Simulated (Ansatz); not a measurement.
`CC(=O)O` → `[CH2]` (triplet) + `O=CO` at 700 K and 1 bar (formal loss of a carbene).

Gas-phase electronic energies from Ansatz, PBE0-D4/def2-TZVP geometries. CCSD(T)/CBS is the MP2 limit (def2-TZVPP, def2-QZVPP) plus CCSD(T) − MP2 in def2-TZVPP, frozen cores. This one scheme is used for every species. Triplets are unrestricted, without spin–orbit coupling. Each species was taken in one conformer, which may not be the lowest.

| species | CCSD(T)/CBS energy (Eh) | H − E (kJ/mol) | S (J/(mol·K)) |
| --- | --- | --- | --- |
| `CC(=O)O` | -228.87529 | 215.3 | 365.4 |
| `[CH2]` (triplet) | -39.09499 | 70.4 | 226.8 |
| `O=CO` | -189.60296 | 123.9 | 296.8 |

H − E and S are ideal-gas, rigid-rotor, harmonic terms from PBE0-D4/def2-TZVP, for one conformer and one mirror image of each species, with the whole ground term of open shells counted as degenerate. 1 Eh = 2625.50 kJ/mol, R = 8.31446 J/(mol·K).

By hand: ΔE, ΔH, ΔS and ΔG.

ΔE = (-39.09499) + (-189.60296) − (-228.87529) = 0.17734 Eh = 465.6 kJ/mol. Δ(H − E) = 70.4 + 123.9 − 215.3 = -21.0, so ΔH = 444.6 kJ/mol. ΔS = 226.8 + 296.8 − 365.4 = 158.2 J/(mol·K). ΔG = 444.6 − 700 × (158.2)/1000 = 333.9 kJ/mol.

By hand: the equilibrium constant, and the temperature at which ΔG would vanish if ΔH and ΔS stayed fixed.

log₁₀ K = −ΔG/(RT ln 10) = -24.9. ΔG = 0 at ΔH/ΔS = 2810 K, far beyond where these terms or the molecules hold.

The number of gas molecules changes by +1, which sets the sign of ΔS. A doubt of 5 kJ/mol in ΔE shifts log₁₀ K by 0.4 here. Other conformers and mirror images would add mixing entropy, several J/(mol·K) or more a flexible species. A triplet takes part, so the spin changes. These are equilibria of isolated gas molecules and say nothing of rates. Largest T1 diagnostic: 0.016 (customary marks: 0.02 for closed shells, 0.045 for open ones).
